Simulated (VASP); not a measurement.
A run of VASP 6.6.1:

The input INCAR:

```
SYSTEM = Ga2O3
PREC     = Accurate       ! precision mode
ENCUT    = 520            ! plane-wave cutoff, eV
EDIFF    = 1E-7           ! SCF threshold, eV
ISMEAR   = -1             ! smearing method
SIGMA    = 0.05           ! smearing width, eV
LREAL    = .False.        ! projectors in reciprocal space
LASPH    = .True.         ! aspherical terms in the spheres
NELM     = 80             ! most SCF steps
ALGO     = Normal         ! electronic algorithm
ISIF     = 2              ! what is computed and relaxed
LWAVE    = .False.        ! write WAVECAR
LCHARG   = .False.        ! write CHGCAR
GGA      = PE             ! functional
NBANDS   = 55             ! bands
```

File KPOINTS:

```
regular mesh
0
Gamma
  9 9 5
  0 0 0
```

Contents of POSCAR:

```
Ga2O3
1.0
    6.1070000000     -1.5185500000      0.0000000000
    6.1070000000      1.5185500000      0.0000000000
   -1.3859888959      0.0000000000      5.6300087380
Ga O
4 6
Direct
    0.3633190000      0.3132860000      0.6919620000
    0.6594730000      0.6607030000      0.3169120000
    0.8979510000      0.9202750000      0.2030680000
    0.0825170000      0.0965280000      0.7944280000
    0.5035620000      0.5118380000      0.7421950000
    0.4849990000      0.5031430000      0.2608790000
    0.8222310000      0.8300110000      0.4401870000
    0.1665640000      0.1709450000      0.5562760000
    0.8420420000      0.8218400000      0.8877050000
    0.1796640000      0.1483450000      0.1063390000
```

Potentials or basis: VASP PAW PBE potentials, release 64 (Ga_d, O).

Launch:

```sh
$ cat potpaw_PBE.64/Ga_d/POTCAR potpaw_PBE.64/O/POTCAR > POTCAR
$ mpirun -np 1 vasp_std > vasp.out
```

Hardware: 1 thread of Intel(R) Xeon(R) Platinum 8488C (Sapphire Rapids) (shared host).

Question: How long does it take, and how much memory?

Answer: Wall time 30 min on 1 thread of Intel(R) Xeon(R) Platinum 8488C (Sapphire Rapids), on a shared host, peak memory 0.89 GiB. Counts: scf iterations 17, k points 203.
